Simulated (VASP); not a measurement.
Set up this calculation in VASP 6.6.1, as the native input.

| Quantity | Value |
| --- | --- |
| Task | single point |
| Functional | PBE |
| Potentials or basis | VASP PAW PBE potentials, release 64 (Lu) |
| Cutoff | 520 eV |
| k mesh | 10 × 10 × 10 |
| Occupations | fermi-dirac, width 0.05 eV |
| Spin | no spin polarisation |
| Dipole correction | no |
| Further INCAR settings | ALGO = Normal; EDIFF = 1e-06; NBANDS = 18 |

The structure of Lu lies in POSCAR:

```
Lu
1.0
   -1.9541071088      1.9541071088      1.9541071088
    1.9541071088     -1.9541071088      1.9541071088
    1.9541071088      1.9541071088     -1.9541071088
Lu
1
Direct
    0.0000000000      0.0000000000      0.0000000000
```

This isn't the form of Lu at room conditions, which is hcp.

One way to write it, as run:

INCAR

```
SYSTEM = Lu
  PREC = Accurate
  ENCUT = 520
  EDIFF = 1E-6
  ISMEAR = -1
  SIGMA = 0.05
  LREAL = .False.
  LASPH = .True.
  NELM = 80
  ALGO = Normal
  ISIF = 2
  LWAVE = .False.
  LCHARG = .False.
  GGA = PE
  NBANDS = 18
```

KPOINTS

```
regular mesh
0
Gamma
  10 10 10
  0 0 0
```

Potentials or basis: VASP PAW PBE potentials, release 64 (Lu).

The run is started by

```sh
$ cat potpaw_PBE.64/Lu/POTCAR > POTCAR
$ mpirun -np 1 vasp_std > vasp.out
```

Results of the run:

| Item | Value |
| --- | --- |
| Pressure | -0.1 GPa |
| Band gap on the k mesh | none (metal or under the smearing width) |

It took 11 s on 1 thread of Intel(R) Xeon(R) 6975P-C (Granite Rapids), on a shared host, peak memory 0.18 GiB.
